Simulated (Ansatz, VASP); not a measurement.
## One calculation of GaN, two programs

```
Ga N
1.0
     3.18258    0.00000    0.00000
    -1.59129    2.75619    0.00000
     0.00000    0.00000    5.02986
Ga N
2 2
Cartesian
  0.0000 1.8375 5.0258
  1.5913 0.9187 2.5109
  0.0000 1.8375 1.8903
  1.5913 0.9187 4.4052
```

Change from the starting cell: strain +0.000 along x and y, -0.030 along z, atoms carried along.

Alike in both runs: task single point; functional PBEsol; k mesh 12 × 12 × 6; occupations gaussian, width 0.05 eV; no spin polarisation.

|  | VASP | Ansatz |
| --- | --- | --- |
| version | VASP 6.6.1 | Ansatz 0.2.0 |
| potentials or method | VASP PAW PBE potentials, release 64 (Ga_d, N) | scalar-relativistic, plane waves, PAW |
| plane-wave cutoff (eV) | 520 | 420 |
| valence electrons in the cell | 36 | 36 |

|  | VASP | Ansatz | Ansatz less VASP |
| --- | --- | --- | --- |
| gap on the k mesh at the Fermi level (eV) | 2.11 | 2.09 | -0.021 |
| least direct gap on the mesh (eV) | 2.11 | 2.09 | -0.021 |
| pressure (GPa) | 6.2 | 6.4 | +0.26 |
| largest component of the traceless stress (GPa) | 8.77 | 8.75 | -0.020 |
| rms of the force components (eV/Å) | 0.232 | 0.237 | +0.0056 |

Atom by atom the forces differ by 0.006 eV/Å (rms over components). With one functional, cell and mesh, what is left measures potentials, basis and numerics.

Caveats: the PAW data sets were made with another functional, which shifts forces and pressure a little (VASP).
